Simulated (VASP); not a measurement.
# Pt (Fm-3m) in VASP: density of states with LDA

Aim: the density of states of Pt with LDA.

Program: VASP 6.6.1. These are calculated values, not measurements. Logs are shortened: lines on timing, memory, paths and dates and some standing lists are left out, and cuts for length are marked.

**1. The structure**

Symmetry: Fm-3m, No. 225, cubic system. The conventional cell has a = 3.897 Å, b = 3.897 Å, c = 3.897 Å, α = 90.00°, β = 90.00°, γ = 90.00°. Pt (site symmetry m-3m) has 12 Pt at 2.76 Å as nearest neighbours.

**2. Density of states, LDA**

The input, POSCAR:

```
Pt                                      
1.0
    0.0000000000      1.9484906281      1.9484906281
    1.9484906281      0.0000000000      1.9484906281
    1.9484906281      1.9484906281      0.0000000000
  Pt            
     1
Direct
     0.0000000000000000    0.0000000000000000    0.0000000000000000
```

The input, INCAR.step1:

```
  PREC = Accurate
  ENCUT = 520
  EDIFF = 1E-7
  ISMEAR = 0
  SIGMA = 0.1
  LREAL = F
  LASPH = T
  NELM = 80
  ALGO = Normal
  ISIF = 2
  LWAVE = F
  LCHARG = T
  LMAXMIX = 4
  NBANDS = 11
```

The input, KPOINTS.step1:

```
Automatic mesh
0
Gamma
  18 18 18
```

The input, INCAR.step2:

```
  PREC = Accurate
  ENCUT = 520
  EDIFF = 1E-7
  ISMEAR = -5
  SIGMA = 0.1
  LREAL = F
  LASPH = T
  NELM = 80
  ALGO = Normal
  ISIF = 2
  LWAVE = F
  LCHARG = F
  LMAXMIX = 4
  LORBIT = 10
  NBANDS = 11
  NEDOS = 1001
  ICHARG = 11
```

The input, KPOINTS.step2:

```
Automatic mesh
0
Gamma
  27 27 27
```

Potentials or basis: VASP PAW LDA potentials, release 64 (Pt).

Launch:

```bash
cat potpaw_LDA.64/Pt/POTCAR > POTCAR
cp INCAR.step1 INCAR
cp KPOINTS.step1 KPOINTS
mpirun -np 1 vasp_std > vasp.out
cp INCAR.step2 INCAR
cp KPOINTS.step2 KPOINTS
mpirun -np 1 vasp_std > vasp.out
```

OUTCAR:

```text
PREC = Accurate
   ENCUT = 520
   EDIFF = 1E-7
   ISMEAR = -5
   LREAL = F
   LASPH = T
   NELM = 80
   ISIF = 2
   LORBIT = 10
   ICHARG = 11

 ion  position               nearest neighbor table
   1  0.000  0.000  0.000-

  LATTYP: Found a face centered cubic cell.
 ALAT       =     3.8969812562

  Lattice vectors:

 A1 = (   0.0000000000,   1.9484906281,   1.9484906281)
 A2 = (   1.9484906281,   0.0000000000,   1.9484906281)
 A3 = (   1.9484906281,   1.9484906281,   0.0000000000)

Analysis of symmetry for initial positions (statically):
=====================================================================
 Subroutine PRICEL returns:
 Original cell was already a primitive cell.

 Routine SETGRP: Setting up the symmetry group for a
 face centered cubic supercell.

 Subroutine GETGRP returns: Found 48 space group operations
 (whereof 48 operations were pure point group operations)
 out of a pool of 48 trial point group operations.

The static configuration has the point symmetry O_h .

Analysis of symmetry for dynamics (positions and initial velocities):
=====================================================================
 Subroutine PRICEL returns:
 Original cell was already a primitive cell.

 Routine SETGRP: Setting up the symmetry group for a
 face centered cubic supercell.

 Subroutine GETGRP returns: Found 48 space group operations
 (whereof 48 operations were pure point group operations)
 out of a pool of 48 trial point group operations.

The dynamic configuration has the point symmetry O_h .

 Subroutine INISYM returns: Found 48 space group operations
 (whereof 48 operations are pure point group operations),
 and found     1 'primitive' translations

----------------------------------------------------------------------------------------

                                     Primitive cell

  volume of cell :      14.7953

  direct lattice vectors                    reciprocal lattice vectors
     0.000000000  1.948490628  1.948490628    -0.256608881  0.256608881  0.256608881
     1.948490628  0.000000000  1.948490628     0.256608881 -0.256608881  0.256608881
     1.948490628  1.948490628  0.000000000     0.256608881  0.256608881 -0.256608881

  length of vectors
     2.755581872  2.755581872  2.755581872     0.444459620  0.444459620  0.444459620

  position of ions in fractional coordinates (direct lattice)
     0.000000000  0.000000000  0.000000000

  ion indices of the primitive-cell ions
[... 85 lines left out ...]
   TEBEG  =    0.0;   TEEND  =   0.0 temperature during run
   PSTRESS=    0.0 pullay stress
   NELECT =      10.0000    total number of electrons
   NUPDOWN=      -1.0000    fix difference up-down
   EMIN   =  10.00;   EMAX   =-10.00  energy-range for DOS
   EFERMI =   0.00;   METHOD = LEGACY
   ISMEAR =    -5;   SIGMA  =   0.10  broadening in eV -4-tet -1-fermi 0-gaus
   EFERMI_NEDOS =   21; number of points for ismear=-14 and -15
   IALGO  =     38    algorithm
   IMIX   =      4    mixing-type and parameters
     AMIX     =   0.40;   BMIX     =  1.00
     AMIX_MAG =   1.60;   BMIX_MAG =  1.00
  volume/ion in A,a.u.               =      14.80        99.84
  Fermi-wavevector in a.u.,A,eV,Ry     =   1.436701  2.714972 28.083933  2.064111
  Thomas-Fermi vector in A             =   2.555861
   LORBIT       =     10    0 simple, 1 ext, 2 COOP (PROOUT), +10 PAW based schemes
   GGA     = CA    functional components
   LHFCALC =     F    Hartree Fock is set to
   AEXX    =    0.0000 exact exchange contribution
   IVDW    =     0    specifies the selected vdW correction
   LEPSILON=     F    determine dielectric tensor
   LRPA    =     F    only Hartree local field effects (RPA)
 non-spin polarized calculation
 Fermi weights with tetrahedron method with Bloechl corrections
  energy-cutoff  :      520.00
  volume of cell :       14.80
 maximum number of plane-waves:       415

 number of electron      10.0000000 magnetization

 Free energy of the ion-electron system (eV)
  ---------------------------------------------------
  ext. energy  EPLUGINS =         0.00000000
  ---------------------------------------------------
  free energy    TOTEN  =        -7.50528224 eV

  energy without entropy =       -7.50528224  energy(sigma->0) =       -7.50528224

 E-fermi :  11.5046     XC(G=0): -13.7989

 val. band max:       11.5433283161   @ k =   0.4444   0.1111   0.0000
 cond. band min:      11.4274191383   @ k =   0.4074   0.4074   0.0000
 fundamental gap:     -0.1159091779
 Fermi energy:        11.5045837020

 k-point     1 :       0.0000    0.0000    0.0000
  band No.  band energies     occupation
      1       1.0537      2.00000
      2       7.5757      2.00000
      3       7.5757      2.00000
      4       7.5757      2.00000
      5       9.8374      2.00000
      6       9.8374      2.00000
      7      26.0813      0.00000
      8      31.1111      0.00000
      9      31.1111      0.00000
     10      31.1111      0.00000
     11      36.6350      0.00000
[... 309 lines left out ...]
 k-point    24 :       0.3704    0.0370    0.0000
  band No.  band energies     occupation
      1       3.9248      2.00000
      2       7.6804      2.00000
      3       7.7744      2.00000
      4       8.4423      2.00000
      5      10.8326      2.00000
      6      11.0335      2.00000
      7      21.0715      0.00000
      8      26.6562      0.00000
      9      31.8050      0.00000
     10      32.6726      0.00000
     11      37.4947      0.00000

 [... further k-points ...]

------------------------ aborting loop because EDIFF is reached ----------------------------------------

  FORCE on cell =-STRESS in cart. coord.  units (eV):
  Direction    XX          YY          ZZ          XY          YZ          ZX
  --------------------------------------------------------------------------------------
  -------------------------------------------------------------------------------------
  Total        0.0211216      0.0211216      0.0211216      0.0000000      0.0000000     -0.0000000
  in kB        2.2872424      2.2872424      2.2872424      0.0000000      0.0000000     -0.0000000
  external PRESSURE =       2.2872424 kB  Pullay stress =       0.0000000 kB

 VOLUME and BASIS-vectors are now :
 -----------------------------------------------------------------------------
  energy-cutoff  :      520.00
  volume of cell :       14.80
      direct lattice vectors                 reciprocal lattice vectors
     0.000000000  1.948490628  1.948490628    -0.256608881  0.256608881  0.256608881
     1.948490628  0.000000000  1.948490628     0.256608881 -0.256608881  0.256608881
     1.948490628  1.948490628  0.000000000     0.256608881  0.256608881 -0.256608881

 POSITION                                       TOTAL-FORCE (eV/Angst)
 -----------------------------------------------------------------------------------
      0.00000      0.00000      0.00000         0.000000      0.000000      0.000000
 -----------------------------------------------------------------------------------
    total drift:                                0.000000     -0.000000      0.000000

  FREE ENERGIE OF THE ION-ELECTRON SYSTEM (eV)
  ---------------------------------------------------
  free  energy   TOTEN  =        -7.5052822445 eV

  energy  without entropy=       -7.5052822445  energy(sigma->0) =       -7.50528224

 total charge

# of ion       s       p       d       tot
------------------------------------------
    1        0.650   0.636   8.069   9.355
```

OUTCAR.step1:

```text
PREC = Accurate
   ENCUT = 520
   EDIFF = 1E-7
   ISMEAR = 0
   LREAL = F
   LASPH = T
[... 551 lines left out ...]

 POSITION                                       TOTAL-FORCE (eV/Angst)
 -----------------------------------------------------------------------------------
      0.00000      0.00000      0.00000        -0.000000     -0.000000     -0.000000
 -----------------------------------------------------------------------------------
    total drift:                                0.000000     -0.000000      0.000000

  FREE ENERGIE OF THE ION-ELECTRON SYSTEM (eV)
  ---------------------------------------------------
  free  energy   TOTEN  =        -7.5071348187 eV

  energy  without entropy=       -7.4967830594  energy(sigma->0) =       -7.50195894
```

OSZICAR.step1:

```text
N       E                     dE             d eps       ncg     rms          rms(c)
DAV:   1     0.384860935432E+02    0.38486E+02   -0.53943E+03  4402   0.845E+02
DAV:   2    -0.734164927053E+01   -0.45828E+02   -0.43921E+02  4922   0.177E+02
DAV:   3    -0.794178564101E+01   -0.60014E+00   -0.59782E+00  5036   0.194E+01
DAV:   4    -0.794408410026E+01   -0.22985E-02   -0.22983E-02  4923   0.140E+00
DAV:   5    -0.794410172564E+01   -0.17625E-04   -0.17625E-04  5075   0.114E-01    0.140E+01
DAV:   6    -0.755832684374E+01    0.38577E+00   -0.88082E-01  4605   0.740E+00    0.721E+00
DAV:   7    -0.751205173452E+01    0.46275E-01   -0.14802E-01  4968   0.291E+00    0.263E+00
DAV:   8    -0.750733758418E+01    0.47142E-02   -0.67840E-03  4686   0.778E-01    0.565E-01
DAV:   9    -0.750713316695E+01    0.20442E-03   -0.21806E-04  4806   0.137E-01    0.347E-02
DAV:  10    -0.750713478508E+01   -0.16181E-05   -0.37325E-06  5038   0.147E-02    0.339E-03
DAV:  11    -0.750713481866E+01   -0.33586E-07   -0.11926E-07  4806   0.318E-03
   1 F= -.75071348E+01 E0= -.75019589E+01  d E =-.103518E-01
```

Wall time 87 s (1 thread of Intel Xeon Platinum 8375C at 2.90GHz (Ice Lake), shared host); peak memory 0.2 GiB.

Results:

```
Valence electrons inside the program's atomic spheres : Pt 9.36
```

States per cell in windows of 1 eV (zero at the Fermi level; states under -8 eV left out):
```
from (eV)  total  Pt1_d  Pt1_p  Pt1_s
     -8.0   0.45   0.19   0.03   0.17
     -7.0   1.26   0.90   0.07   0.18
     -6.0   1.10   0.89   0.09   0.04
     -5.0   1.47   1.22   0.11   0.03
     -4.0   1.75   1.47   0.14   0.04
     -3.0   1.23   1.05   0.09   0.02
     -2.0   1.17   1.05   0.06   0.01
     -1.0   1.36   1.28   0.03   0.01
      0.0   0.76   0.69   0.03   0.02
      1.0   0.28   0.18   0.06   0.03
      2.0   0.27   0.14   0.07   0.03
      3.0   0.25   0.11   0.08   0.04
      4.0   0.23   0.08   0.07   0.05
      5.0   0.26   0.08   0.06   0.09
      6.0   0.33   0.10   0.08   0.11
      7.0   0.32   0.08   0.11   0.09
```

Caveat: tetrahedron occupations give inexact forces and stress in metals.
